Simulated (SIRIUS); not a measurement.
Sn in SIRIUS: the effect of dispersion

Sn:

```
Sn
1.0
    -2.94014    2.94014    1.59930
     2.94014   -2.94014    1.59930
     2.94014    2.94014   -1.59930
Sn
2
Direct
  0.00000 0.00000 0.00000
  0.75000 0.25000 0.50000
```

Alike in all runs:

| Item | Value |
| --- | --- |
| Program | SIRIUS 7.12.0 |
| Task | equation of state |
| Functional | PBE |
| Potentials or basis | all-electron FP-LAPW |
| Cutoff | 149 eV |
| Basis | apw+lo standard |
| k mesh | 9 × 9 × 9 |
| Occupations | fermi-dirac, width 0.05 eV |
| Spin | no spin polarisation |

```tsv
dispersion	V0 of scaled cells (Å³/atom)	B0 (GPa)
none	28.37	48
D3	?	?
D3(BJ)	27.18	55
D4	27.14	55
```

**Question.** What does the run with dispersion D3 give?

**Answer.** V0 of scaled cells 27.81 Å³/atom; B0 51 GPa.

Caveats: the cell was scaled at fixed shape and fractional positions, which overstates the stiffness of a crystal with free parameters, most of all of layers and chains.
